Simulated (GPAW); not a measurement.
Write an ASE script for GPAW 26.7.0 that does the following.

| Property | Result |
| --- | --- |
| Task | band structure |
| Functional | C09-vdW |
| Potentials or basis | GPAW PAW data sets (gpaw-data 1.2.1) |
| Cutoff | 800 eV |
| Basis | pw |
| k mesh | 8 × 8 × 8 |
| Occupations | fermi-dirac, width 0.05 eV |
| Spin | collinear spin, ferromagnetic start |
| Starting moments | [1.0, 0.0] μB |
| Maxiter | 150 |
| Band path | GXWKGLUWLK,UX |
| Band points | 100 |

The structure of NiO lies in NiO.cif:

```cif
data_NiO
_cell_length_a 4.17180328
_cell_length_b 4.17180328
_cell_length_c 4.17180328
_cell_angle_alpha 90.00000000
_cell_angle_beta 90.00000000
_cell_angle_gamma 90.00000000
_space_group_name_H-M_alt 'Fm-3m'
_space_group_name_Hall '-F 4 2 3'
_space_group_IT_number 225
loop_
_space_group_symop_operation_xyz
'x,y,z'
'-x,-y,-z'
'-y,x,z'
'y,-x,-z'
'-x,-y,z'
'x,y,-z'
'y,-x,z'
'-y,x,-z'
'x,-y,-z'
'-x,y,z'
'-y,-x,-z'
'y,x,z'
'-x,y,-z'
'x,-y,z'
'y,x,-z'
'-y,-x,z'
'z,x,y'
'-z,-x,-y'
'z,-y,x'
'-z,y,-x'
'z,-x,-y'
'-z,x,y'
'z,y,-x'
'-z,-y,x'
'-z,x,-y'
'z,-x,y'
'-z,-y,-x'
'z,y,x'
'-z,-x,y'
'z,x,-y'
'-z,y,x'
'z,-y,-x'
'y,z,x'
'-y,-z,-x'
'x,z,-y'
'-x,-z,y'
'-y,z,-x'
'y,-z,x'
'-x,z,y'
'x,-z,-y'
'-y,-z,x'
'y,z,-x'
'-x,-z,-y'
'x,z,y'
'y,-z,-x'
'-y,z,x'
'x,-z,y'
'-x,z,-y'
'x,y+1/2,z+1/2'
'-x,-y+1/2,-z+1/2'
'-y,x+1/2,z+1/2'
'y,-x+1/2,-z+1/2'
'-x,-y+1/2,z+1/2'
'x,y+1/2,-z+1/2'
'y,-x+1/2,z+1/2'
'-y,x+1/2,-z+1/2'
'x,-y+1/2,-z+1/2'
'-x,y+1/2,z+1/2'
'-y,-x+1/2,-z+1/2'
'y,x+1/2,z+1/2'
'-x,y+1/2,-z+1/2'
'x,-y+1/2,z+1/2'
'y,x+1/2,-z+1/2'
'-y,-x+1/2,z+1/2'
'z,x+1/2,y+1/2'
'-z,-x+1/2,-y+1/2'
'z,-y+1/2,x+1/2'
'-z,y+1/2,-x+1/2'
'z,-x+1/2,-y+1/2'
'-z,x+1/2,y+1/2'
'z,y+1/2,-x+1/2'
'-z,-y+1/2,x+1/2'
'-z,x+1/2,-y+1/2'
'z,-x+1/2,y+1/2'
'-z,-y+1/2,-x+1/2'
'z,y+1/2,x+1/2'
'-z,-x+1/2,y+1/2'
'z,x+1/2,-y+1/2'
'-z,y+1/2,x+1/2'
'z,-y+1/2,-x+1/2'
'y,z+1/2,x+1/2'
'-y,-z+1/2,-x+1/2'
'x,z+1/2,-y+1/2'
'-x,-z+1/2,y+1/2'
'-y,z+1/2,-x+1/2'
'y,-z+1/2,x+1/2'
'-x,z+1/2,y+1/2'
'x,-z+1/2,-y+1/2'
'-y,-z+1/2,x+1/2'
'y,z+1/2,-x+1/2'
'-x,-z+1/2,-y+1/2'
'x,z+1/2,y+1/2'
'y,-z+1/2,-x+1/2'
'-y,z+1/2,x+1/2'
'x,-z+1/2,y+1/2'
'-x,z+1/2,-y+1/2'
'x+1/2,y,z+1/2'
'-x+1/2,-y,-z+1/2'
'-y+1/2,x,z+1/2'
'y+1/2,-x,-z+1/2'
'-x+1/2,-y,z+1/2'
'x+1/2,y,-z+1/2'
'y+1/2,-x,z+1/2'
'-y+1/2,x,-z+1/2'
'x+1/2,-y,-z+1/2'
'-x+1/2,y,z+1/2'
'-y+1/2,-x,-z+1/2'
'y+1/2,x,z+1/2'
'-x+1/2,y,-z+1/2'
'x+1/2,-y,z+1/2'
'y+1/2,x,-z+1/2'
'-y+1/2,-x,z+1/2'
'z+1/2,x,y+1/2'
'-z+1/2,-x,-y+1/2'
'z+1/2,-y,x+1/2'
'-z+1/2,y,-x+1/2'
'z+1/2,-x,-y+1/2'
'-z+1/2,x,y+1/2'
'z+1/2,y,-x+1/2'
'-z+1/2,-y,x+1/2'
'-z+1/2,x,-y+1/2'
'z+1/2,-x,y+1/2'
'-z+1/2,-y,-x+1/2'
'z+1/2,y,x+1/2'
'-z+1/2,-x,y+1/2'
'z+1/2,x,-y+1/2'
'-z+1/2,y,x+1/2'
'z+1/2,-y,-x+1/2'
'y+1/2,z,x+1/2'
'-y+1/2,-z,-x+1/2'
'x+1/2,z,-y+1/2'
'-x+1/2,-z,y+1/2'
'-y+1/2,z,-x+1/2'
'y+1/2,-z,x+1/2'
'-x+1/2,z,y+1/2'
'x+1/2,-z,-y+1/2'
'-y+1/2,-z,x+1/2'
'y+1/2,z,-x+1/2'
'-x+1/2,-z,-y+1/2'
'x+1/2,z,y+1/2'
'y+1/2,-z,-x+1/2'
'-y+1/2,z,x+1/2'
'x+1/2,-z,y+1/2'
'-x+1/2,z,-y+1/2'
'x+1/2,y+1/2,z'
'-x+1/2,-y+1/2,-z'
'-y+1/2,x+1/2,z'
'y+1/2,-x+1/2,-z'
'-x+1/2,-y+1/2,z'
'x+1/2,y+1/2,-z'
'y+1/2,-x+1/2,z'
'-y+1/2,x+1/2,-z'
'x+1/2,-y+1/2,-z'
'-x+1/2,y+1/2,z'
'-y+1/2,-x+1/2,-z'
'y+1/2,x+1/2,z'
'-x+1/2,y+1/2,-z'
'x+1/2,-y+1/2,z'
'y+1/2,x+1/2,-z'
'-y+1/2,-x+1/2,z'
'z+1/2,x+1/2,y'
'-z+1/2,-x+1/2,-y'
'z+1/2,-y+1/2,x'
'-z+1/2,y+1/2,-x'
'z+1/2,-x+1/2,-y'
'-z+1/2,x+1/2,y'
'z+1/2,y+1/2,-x'
'-z+1/2,-y+1/2,x'
'-z+1/2,x+1/2,-y'
'z+1/2,-x+1/2,y'
'-z+1/2,-y+1/2,-x'
'z+1/2,y+1/2,x'
'-z+1/2,-x+1/2,y'
'z+1/2,x+1/2,-y'
'-z+1/2,y+1/2,x'
'z+1/2,-y+1/2,-x'
'y+1/2,z+1/2,x'
'-y+1/2,-z+1/2,-x'
'x+1/2,z+1/2,-y'
'-x+1/2,-z+1/2,y'
'-y+1/2,z+1/2,-x'
'y+1/2,-z+1/2,x'
'-x+1/2,z+1/2,y'
'x+1/2,-z+1/2,-y'
'-y+1/2,-z+1/2,x'
'y+1/2,z+1/2,-x'
'-x+1/2,-z+1/2,-y'
'x+1/2,z+1/2,y'
'y+1/2,-z+1/2,-x'
'-y+1/2,z+1/2,x'
'x+1/2,-z+1/2,y'
'-x+1/2,z+1/2,-y'
loop_
_atom_site_label
_atom_site_type_symbol
_atom_site_symmetry_multiplicity
_atom_site_Wyckoff_symbol
_atom_site_fract_x
_atom_site_fract_y
_atom_site_fract_z
_atom_site_occupancy
Ni1 Ni 4 a 0.0000000000 0.0000000000 0.0000000000 1
O1 O 4 b 0.5000000000 0.0000000000 0.0000000000 1
```

One way to write it, as run:

run.py

```python
import spglib
from ase import Atoms
from ase.dft.bandgap import bandgap
from ase.io import read, write
from gpaw import GPAW, PW

atoms = read('NiO.cif')
cell, positions, numbers = spglib.find_primitive(
    (atoms.cell[:], atoms.get_scaled_positions(), atoms.numbers), symprec=1e-4)
atoms = Atoms(numbers, cell=cell, scaled_positions=positions, pbc=True)
atoms.set_initial_magnetic_moments([1.0, 0.0])

calc = GPAW(mode=PW(800),
            xc={'name': 'C09-vdW', 'backend': 'libvdwxc'},
            kpts={'size': (8, 8, 8), 'gamma': True},
            occupations={'name': 'fermi-dirac', 'width': 0.05},
            nbands=22,
            convergence={'density': 1e-05, 'energy': 1e-05},
            maxiter=150,
            txt='gpaw.txt')
atoms.calc = calc
energy = atoms.get_potential_energy()
forces = atoms.get_forces()
calc.write('gs.gpw')
write('result.traj', atoms)
print(f'Energy: {energy:.6f} eV')
print('Forces (eV/A):')
print(forces.round(4))
print('Moments:', calc.get_magnetic_moments().round(3))
print('Fermi level:', round(calc.get_fermi_level(), 4), 'eV')
print(f'Gap: {bandgap(calc)[0]:.4f} eV, direct: {bandgap(calc, direct=True)[0]:.4f} eV')

path = atoms.cell.bandpath('GXWKGLUWLK,UX', npoints=100, eps=1e-4)
bs_calc = calc.fixed_density(kpts=path, symmetry='off', nbands=31,
                             convergence={'bands': 'CBM+6.0', 'eigenstates': 1e-6}, txt='bands.txt')
bs = bs_calc.band_structure()
bs.write('bs.json')
print(f'Gap on the path: {bandgap(bs_calc)[0]:.4f} eV')
```

Potentials or basis: GPAW PAW data sets (gpaw-data 1.2.1), pw.

The run is started by

```console
$ OMP_NUM_THREADS=1 python run.py
```

It gave:

| Item | Value |
| --- | --- |
| Band gap along the path | none (metal or under the smearing width) |
| Net moment | 0.98 μB per cell |
| Site moments | Ni +0.84; O +0.10 μB |

Caveat: the PAW data sets were made with another functional, which shifts forces and pressure a little; a cell with one magnetic atom can't hold antiferromagnetic order, which such compounds often take; semilocal functionals often make such compounds metallic where correlation or magnetic order opens a gap, which also shifts bond lengths.

It took 37 s on 1 thread of Intel(R) Xeon(R) 6975P-C (Granite Rapids) (shared host), peak memory 0.32 GiB.
